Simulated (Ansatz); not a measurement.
The system is CrO2.

```
CELL_PARAMETERS angstrom
4.42100 0.00000 0.00000
0.00000 4.42100 0.00000
0.00000 0.00000 2.91700
ATOMIC_POSITIONS crystal
Cr 0.50000 0.50000 0.50000
Cr 0.00000 0.00000 0.00000
O 0.80100 0.19900 0.50000
O 0.69900 0.69900 0.00000
O 0.19900 0.80100 0.50000
O 0.30100 0.30100 0.00000
```

| Item | Value |
| --- | --- |
| Program | Ansatz 0.2.0 |
| Task | relaxation of cell and atoms |
| Functional | PBEsol |
| Potentials or basis | Ansatz PAW |
| Cutoff | 420 eV (not typed: the program's choice for these potentials) |
| k mesh | 6 × 6 × 9 |
| Occupations | fermi-dirac, width 0.05 eV |
| Spin | collinear spin, ferromagnetic start |
| Starting moments | [3.0, 3.0, 0.0, 0.0, 0.0, 0.0] μB |

At the start: volume 9.50 Å³/atom.

How do energy, volume and symmetry change on relaxing?

It ends after 8 steps and the volume is 9.29 Å³/atom (-2.3 %); space group P4_2/mnm (No. 136, to 0.05 Å); moment 4.00 μB per cell.

Step by step:
```csv
step,energy change (eV),largest force (eV/Å),volume (Å³)
1,0.0000,0.3423,57.01
2,-0.0329,0.2105,56.20
3,-0.0451,0.0241,55.69
4,-0.0447,0.0110,55.77
5,-0.0448,0.0001,55.76
6,-0.0378,0.0004,55.76
7,-0.0382,0.0001,55.71
8,-0.0380,0.0001,55.71
```

Final structure:
```xyz
6
Lattice="4.3925 0.0000 0.0000 0.0000 4.3925 0.0000 0.0000 0.0000 2.8875" Properties=species:S:1:pos:R:3 pbc="T T T"
Cr    2.1963    2.1963    1.4437
Cr    0.0000    0.0000    0.0000
O     3.5285    0.8640    1.4437
O     3.0603    3.0603    0.0000
O     0.8640    3.5285    1.4437
O     1.3323    1.3323    0.0000
```

Caveat: the plane-wave basis is chosen anew once the cell has moved, so the energies of steps on either side of that aren't comparable; the pressure holds a Pulay correction of +1.0 GPa for the finite cutoff; only a ferromagnetic start was run, and an antiferromagnetic order may lie lower in energy; the PAW data sets come from PBE, with cores solved anew for the run's functional, which leaves a small shift of forces and pressure.
